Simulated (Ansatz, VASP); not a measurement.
**Cross-check of GaAs between VASP and Ansatz**

Aim: how closely do two programs agree when they are given the same cell, functional and k mesh? Of the first pair: The cell is taken from a series of runs on this material, whose earlier steps may have relaxed, scaled, displaced or heated it; both programs get it as it stands.

Calculated with Ansatz 0.2.0; plane waves, with VASP 6.6.1 beside it; relaxation of cell and atoms at LDA and single point at LDA.

## Step 1: Set-up

It takes space group F-43m (No. 216, cubic). The conventional cell has a = 5.603 Å, b = 5.603 Å, c = 5.603 Å, α = 90.00°, β = 90.00°, γ = 90.00°. Nearest to Ga lie 4 As at 2.43 Å. As has 4 Ga at 2.43 Å nearest. Farther neighbours are not listed.

## Step 2: VASP: relaxation of cell and atoms, LDA

The relaxed volume is the usual yardstick between codes: in a stiff, nearly cubic crystal its relative difference is about their pressure difference at one cell divided by the bulk modulus.

Lines of VASP's logs that name or quote its potential files are left out, and so is its time.

Input file INCAR:

```
SYSTEM = GaAs
PREC = Accurate
ENCUT = 500
EDIFF = 1E-07
NELM = 120
ISMEAR = 0
SIGMA = 0.01
LREAL = .FALSE.
ALGO = Normal
GGA = CA
NBANDS = 15
LORBIT = 11
LWAVE = .FALSE.
LCHARG = .FALSE.
ISIF = 3
IBRION = 2
NSW = 80
EDIFFG = -0.005
LASPH = .TRUE.
GGA_COMPAT = .FALSE.
NELMIN = 4
EFERMI = MIDGAP
KPAR = 2
```

Input file POSCAR:

```
GaAs
1.0
    0.0000000000      2.8015630000      2.8015630000
    2.8015630000      0.0000000000      2.8015630000
    2.8015630000      2.8015630000      0.0000000000
Ga As
1 1
Direct
    0.0000000000      0.0000000000      0.0000000000
    0.7499999108      0.7499999108      0.7499999108
```

Input file KPOINTS:

```
Automatic mesh
0
Gamma
20 20 20
0 0 0
```

Potentials, in the order of the species: Ga_d and As (LDA family, release 64).

Command:

```console
> mpirun -np 2 vasp_std
```

Numbers of over 12 decimals in the logs are rounded to 6 here.

The log of the run:

```text
[banner, memory and clock lines left out]
running    2 mpi-ranks, on    1 nodes
 distrk:  each k-point on    1 cores,    2 groups
 distr:  one band on    1 cores,    1 groups

 POSCAR found type information on POSCAR GaAs
 POSCAR found :  2 types and       2 ions
 LDA part: xc-table for (Slater(with rela. corr.)+CA(PZ))
 , standard interpolation
 POSCAR, INCAR and KPOINTS ok, starting setup
 FFT: planning ... GRIDC
 FFT: planning ... GRID_SOFT
 FFT: planning ... GRID
 WAVECAR not read
 entering main loop
       N       E                     dE             d eps       ncg     rms          rms(c)
DAV:   1     0.807142784093E+02    0.80714E+02   -0.89180E+03  7830   0.161E+03
DAV:   2    -0.350943348458E+01   -0.84224E+02   -0.80603E+02  8674   0.312E+02
DAV:   3    -0.977927973493E+01   -0.62698E+01   -0.62454E+01  9325   0.686E+01
DAV:   4    -0.987546993435E+01   -0.96190E-01   -0.96172E-01  9293   0.946E+00
DAV:   5    -0.987693425074E+01   -0.14643E-02   -0.14643E-02  9802   0.104E+00    0.308E+00
DAV:   6    -0.968825122219E+01    0.18868E+00   -0.23005E-01 11856   0.887E+00    0.181E+00
DAV:   7    -0.964558693989E+01    0.42664E-01   -0.67163E-02 10945   0.202E+00    0.525E-01
DAV:   8    -0.964241342440E+01    0.31735E-02   -0.90893E-03  9647   0.111E+00    0.110E-01
DAV:   9    -0.964238262598E+01    0.30798E-04   -0.71398E-04  9622   0.337E-01    0.418E-02
DAV:  10    -0.964238724186E+01   -0.46159E-05   -0.40833E-05 11987   0.704E-02    0.219E-02
DAV:  11    -0.964239199371E+01   -0.47519E-05   -0.66216E-06  8954   0.403E-02    0.246E-03
DAV:  12    -0.964239188010E+01    0.11361E-06   -0.46710E-07  9577   0.100E-02    0.194E-03
DAV:  13    -0.964239188110E+01   -0.99499E-09   -0.68746E-08  6409   0.221E-03
   1 F= -.96423919E+01 E0= -.96423919E+01  d E =-.964239E+01
 curvature:   0.00 expect dE= 0.000E+00 dE for cont linesearch  0.000E+00
 trial: gam= 0.00000 g(F)=  0.750E-41 g(S)=  0.594E-03 ort = 0.000E+00 (trialstep = 0.100E+01)
 search vector abs. value=  0.594E-03
 bond charge predicted
       N       E                     dE             d eps       ncg     rms          rms(c)
DAV:   1    -0.964929364795E+01   -0.69018E-02   -0.82975E-02  9612   0.544E+00    0.469E-01
DAV:   2    -0.964401704379E+01    0.52766E-02   -0.86066E-03  9577   0.203E+00    0.213E-01
DAV:   3    -0.964268647564E+01    0.13306E-02   -0.13896E-03  9899   0.714E-01    0.470E-02
DAV:   4    -0.964256267865E+01    0.12380E-03   -0.13572E-04  9077   0.157E-01    0.166E-02
DAV:   5    -0.964254285236E+01    0.19826E-04   -0.10462E-05 10079   0.431E-02    0.378E-03
DAV:   6    -0.964254258078E+01    0.27157E-06   -0.62924E-07  9916   0.101E-02    0.239E-03
DAV:   7    -0.964254256650E+01    0.14284E-07   -0.10147E-07  5450   0.609E-03
   2 F= -.96425426E+01 E0= -.96425426E+01  d E =-.150685E-03
 trial-energy change:   -0.000151  1 .order   -0.000151   -0.000594    0.000292
 step:   0.6703(harm=  0.6703)  dis= 0.00000  next Energy=    -9.642591 (dE=-0.199E-03)
 bond charge predicted
       N       E                     dE             d eps       ncg     rms          rms(c)
DAV:   1    -0.964332622770E+01   -0.78365E-03   -0.89579E-03  9598   0.177E+00    0.155E-01
DAV:   2    -0.964274980501E+01    0.57642E-03   -0.95411E-04  9556   0.695E-01    0.702E-02
DAV:   3    -0.964260625254E+01    0.14355E-03   -0.14467E-04  9892   0.230E-01    0.159E-02
DAV:   4    -0.964259258755E+01    0.13665E-04   -0.14447E-05  8830   0.498E-02    0.549E-03
DAV:   5    -0.964259042450E+01    0.21631E-05   -0.11480E-06 10172   0.143E-02    0.121E-03
DAV:   6    -0.964259039800E+01    0.26492E-07   -0.53243E-08  4897   0.290E-03
   3 F= -.96425904E+01 E0= -.96425904E+01  d E =-.198517E-03
 curvature:  -0.34 expect dE=-0.594E-06 dE for cont linesearch -0.594E-06
 trial: gam=-0.05166 g(F)=  0.210E-41 g(S)=  0.177E-05 ort = 0.324E-04 (trialstep = 0.934E+00)
 search vector abs. value=  0.540E-08
 reached required accuracy - stopping structural energy minimisation
```

From OUTCAR (step 2):

```text
ion  position               nearest neighbor table
   1  0.000  0.000  0.000-   2 2.43   2 2.43   2 2.43   2 2.43
   2  0.750  0.750  0.750-   1 2.43   1 2.43   1 2.43   1 2.43

  LATTYP: Found a face centered cubic cell.
 ALAT       =     5.6031260000

 Subroutine GETGRP returns: Found 24 space group operations
 (whereof 24 operations were pure point group operations)

The static configuration has the point symmetry T_d .

 Found    256 irreducible k-points:

   k-points           NKPTS =    256   k-points in BZ     NKDIM =    256   number of bands    NBANDS=     15

   dimension x,y,z NGX =    30 NGY =   30 NGZ =   30
   dimension x,y,z NGXF=    60 NGYF=   60 NGZF=   60

   ENCUT  =  500.0 eV  36.75 Ry    6.06 a.u.   7.22  7.22  7.22*2*pi/ulx,y,z

   NELECT =      18.0000    total number of electrons

 k-points in reciprocal lattice and weights: Automatic mesh
   0.00000000  0.00000000  0.00000000       0.000
   0.05000000  0.00000000  0.00000000       0.001
   0.10000000  0.00000000  0.00000000       0.001
   0.15000000  0.00000000  0.00000000       0.001
   0.20000000  0.00000000  0.00000000       0.001
   0.25000000  0.00000000  0.00000000       0.001
   0.30000000  0.00000000  0.00000000       0.001
   0.35000000  0.00000000  0.00000000       0.001
   0.40000000  0.00000000  0.00000000       0.001
[...]
-0.30000000  0.50000000  0.20000000       0.002
  -0.25000000  0.50000000  0.25000000       0.001

 average (electrostatic) potential at core
       1 -67.3336       2 -53.5918

 E-fermi :   4.2692

 k-point     1 :       0.0000    0.0000    0.0000
  band No.  band energies     occupation
    ...
      5     -10.8674      2.00000
      6      -8.9107      2.00000
      7       4.0175      2.00000
      8       4.0175      2.00000
      9       4.0176      2.00000
     10       4.5208      0.00000
     11       7.6978      0.00000
     12       7.6978      0.00000
     13       7.6978      0.00000
     14      11.4350      0.00000
    ...

 k-point     2 :       0.0500    0.0000    0.0000
  band No.  band energies     occupation
    ...
      5     -10.8675      2.00000
      6      -8.8801      2.00000
      7       3.3679      2.00000
      8       3.9728      2.00000
      9       3.9728      2.00000
     10       5.0364      0.00000
     11       7.7391      0.00000
     12       7.7637      0.00000
     13       7.7637      0.00000
     14      11.6209      0.00000
    ...

 k-point     3 :       0.1000    0.0000    0.0000
  band No.  band energies     occupation
    ...
      5     -10.8676      2.00000
      6      -8.7895      2.00000
      7       2.4683      2.00000
      8       3.8513      2.00000
      9       3.8513      2.00000
     10       5.4866      0.00000
     11       7.9412      0.00000
     12       7.9412      0.00000
     13       7.9542      0.00000
     14      12.1096      0.00000
    ...

  Total        0.0049499      0.0049499      0.0049499     -0.0000000      0.0000000      0.0000000
  in kB        0.1795448      0.1795448      0.1795448     -0.0000000      0.0000000      0.0000000
  external PRESSURE =       0.1795448 kB  Pullay stress =       0.0000000 kB

  energy-cutoff  :      500.00
  volume of cell :       44.17
      direct lattice vectors                 reciprocal lattice vectors
    -0.000000000  2.805665718  2.805665718    -0.178210824  0.178210824  0.178210824
     2.805665718 -0.000000000  2.805665718     0.178210824 -0.178210824  0.178210824
     2.805665718  2.805665718  0.000000000     0.178210824  0.178210824 -0.178210824

 POSITION                                       TOTAL-FORCE (eV/Angst)
 -----------------------------------------------------------------------------------
      0.00000      0.00000      0.00000        -0.000000     -0.000000     -0.000000
      4.20850      4.20850      4.20850         0.000000      0.000000      0.000000
 -----------------------------------------------------------------------------------
    total drift:                                0.000076      0.000076      0.000076

  FREE ENERGIE OF THE ION-ELECTRON SYSTEM (eV)
  ---------------------------------------------------
  free  energy   TOTEN  =        -9.6425903980 eV

  energy  without entropy=       -9.6425903980  energy(sigma->0) =       -9.64259040

 reached required accuracy - stopping structural energy minimisation

 total charge
# of ion       s       p       d       tot
------------------------------------------
    1        0.895   0.828   9.997  11.721
    2        1.217   1.609   0.033   2.858
--------------------------------------------------
tot          2.112   2.437  10.030  14.579

[... 3 further parts left out ...]
```

CONTCAR:

```
GaAs
   1.00000000000000
    -0.0000000000000000    2.8056657181226226    2.8056657181226226
     2.8056657181226226   -0.0000000000000000    2.8056657181226226
     2.8056657181226226    2.8056657181226226    0.0000000000000000
  Ga              As
     1     1
Direct
     0.0000000000000000    0.0000000000000000    0.0000000000000000
     0.7499999107999997    0.7499999107999997    0.7499999107999997
```

## Step 3: Ansatz: relaxation of cell and atoms, LDA

Ansatz runs on its PAW soft_1 files.

The same cell, functional (in two slightly different forms) and mesh now go to Ansatz, which takes its cutoff from its data sets.

Input file input.yaml:

```yaml
crystal:
  lattice:
    - [0.0, 2.8015629858, 2.8015629858]
    - [2.8015629858, 0.0, 2.8015629858]
    - [2.8015629858, 2.8015629858, 0.0]
  atoms:
    - { symbol: Ga, position: [0.0, 0.0, 0.0] }
    - { symbol: As, position: [0.75, 0.75, 0.75] }
kpoints:
  mp_grid: { grid: [20, 20, 20] }
hamiltonian:
  xc: lda
  pseudopotentials: { kind: paw, azcp: { folder: soft_1 }, xc_functional: pbe }
scf:
  occupations: { method: fixed }
output:
  forces: true
  stress: true
  eigenvalues: true
relax:
  adjacent_minimum: "off"
  f_tol: 0.001
  max_steps: 60
  cell: { stress_tol: 0.01 }
```

Command:

```console
> ansatz run input.yaml --threads 4 --pin off --max-ram 10240MiB --backend cpu --events-out ev --progress --plain --runs-dir out
```

The log of the run:

```text
Engine: ansatz 0.2.0, aarch64-unknown-linux-gnu
Pseudopotentials: kind: paw
Pseudopotential: Ga, paw, valence charge 13, recommended cutoff 420 eV (normal), soft_1/Ga.paw.azcp
Pseudopotential: As, paw, valence charge 15, recommended cutoff 420 eV (normal), soft_1/As.paw.azcp
Functional definition: SPW92
  exchange = slater_x
  correlation = pw_c
Crystal: 2 atoms, lattice volume = 43.978 Å³
Basis set: ecut = 420 eV, 869 PW (Γ)
Bands: 18, of which v1, the nominal top of the filled ones, is band 14 counted from 1 (13 counted from 0)
Symmetry: 24 space group operations
Space group: F-43m (ITA 216), of the structure as read, at distance tolerance 3.5e-5 Å
k-points: 256 of 8000 (time reversal used)
Non-local potential: Ga, projectors of the file, l = 0: 2, l = 1: 2, l = 2: 3, l = 3: 1
Non-local potential: As, projectors of the file, l = 0: 2, l = 1: 2, l = 2: 3, l = 3: 1
PAW form: soft (Blöchl's): semilocal exchange-correlation on the pseudo side does not see the compensation charge
PAW frozen core: Ga, regenerated for the run's functional, and the local potential with it (the file was generated under x = pbe(κ = 0.804, μ = 0.219515), c = pbe(β = 0.066725))
PAW frozen core: As, regenerated for the run's functional, and the local potential with it (the file was generated under x = pbe(κ = 0.804, μ = 0.219515), c = pbe(β = 0.066725))
PAW one-centre angular grid: Ga, 590 points (default); XC on 64 Gauss nodes
PAW one-centre angular grid: As, 590 points (default); XC on 64 Gauss nodes
Initial density: superposition of atomic densities (chi_scale 0.1, normalization cell, long waves kept (reshape's long-wave potential 0.00 eV rms))
Initial wavefunctions: pseudopotential atomic-orbital guess
Functional: x = slater, c = lda
SCF iter   1: F=—  HF=-8481.461276 eV  |F-HF|=—  |Δ(HF+E_count)|=         —  Δρ=4.26e-2  dr2=5.02e-1  ethr=3.10e-3  ⟨swp⟩=4.7  Hψ=20071  notcnv=0  defer=457
preconditioner: auto → none  [insulator: Δε(μ)=0.565 eV  Ē_g=15.881 eV  n_scr=14 (ndim 8)  ℏωp=23.8 eV  f_vac=0.000  ε∞_Penn≈3.2]
SCF iter   2: F=—  HF=-8481.331729 eV  |F-HF|=—  |Δ(HF+E_count)|=   1.30e-1  Δρ=1.75e-2  dr2=7.81e-2  ethr=1.79e-3  ⟨swp⟩=2.0  Hψ=7221  notcnv=0  defer=459
SCF iter   3: F=—  HF=-8481.312716 eV  |F-HF|=—  |Δ(HF+E_count)|=   1.90e-2  Δρ=5.51e-3  dr2=6.54e-3  ethr=2.79e-4  ⟨swp⟩=2.1  Hψ=7520  notcnv=0  defer=476
SCF iter   4: F=—  HF=-8481.307502 eV  |F-HF|=—  |Δ(HF+E_count)|=   5.21e-3  Δρ=1.02e-3  dr2=1.68e-4  ethr=2.34e-5  ⟨swp⟩=2.5  Hψ=7575  notcnv=0  defer=500
SCF iter   5: F=—  HF=-8481.307518 eV  |F-HF|=—  |Δ(HF+E_count)|=   1.57e-5  Δρ=1.99e-4  dr2=1.78e-5  ethr=5.99e-7  ⟨swp⟩=2.0  Hψ=8715  notcnv=0  defer=501
SCF iter   6: F=—  HF=-8481.307512 eV  |F-HF|=—  |Δ(HF+E_count)|=   6.47e-6  Δρ=6.20e-5  dr2=9.75e-7  ethr=6.37e-8  ⟨swp⟩=2.0  Hψ=8297  notcnv=0  defer=434
SCF iter   7: F=—  HF=-8481.307511 eV  |F-HF|=—  |Δ(HF+E_count)|=   2.56e-7  Δρ=1.48e-5  dr2=3.68e-8  ethr=3.57e-10  ⟨swp⟩=7.1  Hψ=26410  notcnv=0
SCF iter   8: F=-8481.307511 eV  HF=-8481.307511 eV  |F-HF|=4.70e-9  |Δ(HF+E_count)|=   1.91e-8  Δρ=3.42e-6  dr2=2.20e-9  ethr=1.32e-10  ⟨swp⟩=4.4  Hψ=16730  notcnv=0
SCF 1 converged in 8 iterations: F = -8481.307511 eV  dr2 = 2.20e-9
  greatest PAW one-centre occupation: 0.999 electrons in one spin orbital (limit 2), on the As atom at site 1 (counted from 0), in its partial waves of l = 2
relax step   1: F+E_penalty+E_count = -8481.30751137 eV  Δ(F+E_penalty+E_count) = +0.000e0 eV  max|allowed force component| = 3.759e-18 eV/Å  Δτ_max = 0.0000 Å  P = +0.012 GPa  Ω = 43.978 Å³  (8 SCF iters, dr2 threshold 1.00e-7 eV, accepted)
[...]
relax step   2: F+E_penalty+E_count = -8481.30751069 eV  Δ(F+E_penalty+E_count) = +6.825e-7 eV  max|allowed force component| = 1.236e-17 eV/Å  Δτ_max = 0.0000 Å  P = +0.002 GPa  Ω = 43.983 Å³  energy of the carried Pulay correction = -9.508e-7 eV  (4 SCF iters, dr2 threshold 3.77e-10 eV, accepted)
[...]
relax step   3: F+E_penalty+E_count = -8481.30751170 eV  Δ(F+E_penalty+E_count) = -1.010e-6 eV  max|allowed force component| = 1.355e-17 eV/Å  Δτ_max = 0.0000 Å  P = +0.002 GPa  Ω = 43.983 Å³  stress off target by 2.42e-3 GPa  SCF on the basis re-selected at this cell (its energy is not comparable with the rows above)  (7 SCF iters)
basis re-selected at this cell: Δ(F+E_penalty+E_count) = -1.010e-6 eV, ΔP = +0.000 GPa vs the last step (what re-selecting the basis moved, of the pressure what is left beyond the Pulay correction that the steps carried, after the strain that the cell walked since its last selection, with what the two solves' SCF thresholds leave and, on support functions, any second-order correction that the steps lacked; it is no m [...]
SCF converged after 7 iterations
Free energy (F): -8481.307512 eV
Harris-Foulkes:  -8481.307512 eV  (|F-HF|=3.64e-12)
Internal energy: -8481.307512 eV  (E = F + TS)
E sigma→0 (E₀):  -8481.307512 eV
Fermi energy:    7.971347 eV
--- Per-component energies (eV) ---
  E_band       = -322.559136
  E_kinetic    = 211.335161
  E_local      = -3628.106253  (includes V_loc(G=0)·N_el)
  E_nonlocal   = -481.097103
  E_hartree    = 2117.127555
  E_xc         = -133.896867
  E_vxc        = -131.198700  (∫ρ·V_xc dr)
  E_paw        = -3847.506773  (= ΣΔE_a)
  E_vpaw       = -527.747107  (= ΣTr[D̂ρ^β])
  E_aug_tail   = -0.000222  (compensation charges beyond the density's cutoff)
  E_ewald      = -2722.966722
  E_core_change = 3.803710  (= ΣΔE_core)
  E_smearing   = -0.000000  (= −TS)
  E_closure    = 0.000000  (closes the sum)
  Σ components = -8481.307512   (vs F -8481.307512, Δ=0.00e0)
--- Forces (eV/Å), atoms counted from 1 ---
  atom   1  Ga    -0.00000000    -0.00000000    -0.00000000
  atom   2  As     0.00000000     0.00000000     0.00000000
  max |Σ_I F_I| component: 2.38e-17 eV/Å
--- Stress (GPa, compression-positive) ---
        0.002421       0.000000       0.000000
       -0.000000       0.002421       0.000000
        0.000000       0.000000       0.002421
  P = ⅓ Tr σ = 0.0024 GPa (0.024 kbar)
--- Band table (eV; the first three rows and the last of 256) ---
  k-point 0: bands = [... 10 lower, -5.0052, 7.9713, 7.9713, 7.9713, 8.4614, 11.6685, 11.6685, 11.6685]
  k-point 1: bands = [... 10 lower, -4.9744, 7.3156, 7.9264, 7.9264, 8.9830, 11.7090, 11.7346, 11.7346]
  k-point 2: bands = [... 10 lower, -4.8832, 6.4135, 7.8046, 7.8046, 9.4360, 11.9127, 11.9127, 11.9223]
  k-point 255: bands = [... 10 lower, -2.3326, 1.1737, 4.2895, 4.4801, 12.6257, 12.6345, 13.3620, 13.9431]
--- Relaxed structure (2 steps of the walk, 2 accepted, 1 SCFs on fresh bases) ---
  F+E_penalty+E_count = -8481.30751170 eV   max|allowed force component| = 1.355e-17 eV/Å   (the final SCF, on the basis selected at the relaxed cell)
  cell:  # Å, volume = 43.9834 Å³
    - [0, 2.801686, 2.801686]
    - [2.801686, 0, 2.801686]
    - [2.801686, 2.801686, 0]
  atoms:
    - { symbol: Ga, position: [0, 0, 0] }
    - { symbol: As, position: [0.750000, 0.750000, 0.750000] }
```

## Step 4: Side by side

Known differences besides the potentials themselves: the two LDA forms differ slightly; fixed occupations in Ansatz, narrow Gaussian smearing in VASP; the data sets hold 28 valence electrons in Ansatz (on its PAW soft_1 files) and 18 in VASP; the cutoff is 420 eV in Ansatz and 500 eV in VASP; VASP's log shows a relativistic correction to its local exchange, Ansatz's none; Ansatz adds a Pulay correction to the stress that steers its cell, VASP none. Total energies have different zeros and are not compared.

The two programs side by side:

| quantity | Ansatz | VASP | difference |
| --- | --- | --- | --- |
| volume (Å³) | 43.98 | 44.17 | -0.42 % |
| edge a after relaxation, in the typed setting (Å) | 3.962 | 3.968 | -0.14 % |

## Step 5: Ansatz: relaxation, LDA

This run makes the geometry at which the two programs are then compared.

The structure compared here is the end of the Ansatz relaxation.

input.yaml, the sections that differ from step 3:

```yaml
crystal:
  lattice:
    - [0.0, 2.6896188776, 2.8766925213]
    - [2.6896188776, 0.0, 2.8766925213]
    - [2.6896188776, 2.6896188776, 0.0]
  atoms:
    - { symbol: Ga, position: [0.0, 0.0, 0.0] }
    - { symbol: As, position: [0.75, 0.75, 0.75] }
  conventional_axes: [[-1, 1, 1], [1, -1, 1], [1, 1, -1]]
scf:
  occupations: { method: gaussian, width: 0.02 }
relax:
  adjacent_minimum: "off"
  f_tol: 0.001
  max_steps: 60
  cell: { stress_tol: 0.01, fix: [a, b, gamma] }
# kpoints, hamiltonian, output: as in step 3
```

The log of the run:

```text
[...]
Crystal: 2 atoms, lattice volume = 41.620 Å³
Basis set: ecut = 420 eV, 805 PW (Γ)
Bands: 18, of which v1, the nominal top of the filled ones, is band 14 counted from 1 (13 counted from 0)
Symmetry: 8 space group operations
[...]
k-points: 641 of 8000 (time reversal used)
[...]
k-point 640: bands = [... 10 lower, -2.0925, 1.0854, 6.0589, 6.0589, 10.2114, 10.6534, 19.2366, 19.2366]
--- Relaxed structure (3 steps of the walk, 3 accepted, 1 SCFs on fresh bases) ---
[...]
cell:  # Å, volume = 41.9763 Å³
    - [0, 2.6896188776, 2.901301]
    - [2.6896188776, 0, 2.901301]
    - [2.6896188776, 2.6896188776, 0]
  atoms:
    - { symbol: Ga, position: [0, 0, 0] }
    - { symbol: As, position: [0.750000, 0.750000, 0.750000] }
[key lines of the parts left out:]
SCF converged after 7 iterations
Free energy (F): -8481.248751 eV
Fermi energy:    9.112871 eV
P = ⅓ Tr σ = 3.7583 GPa (37.583 kbar)
```

(Part 1 of 2 ends here.)

[Lines on the potential files, build, host, timing and source positions are cut from VASP's logs without a mark.]

[Logs are printed without paths, hosts, clocks, repeated set-up lines and the standing remarks that a program may print on its own settings, such as how far it seeks lower states.]

[Hosts, paths, dates, database ids (printed as entryN), source tags and the programs' standing remarks are cut or masked in the printed files.]
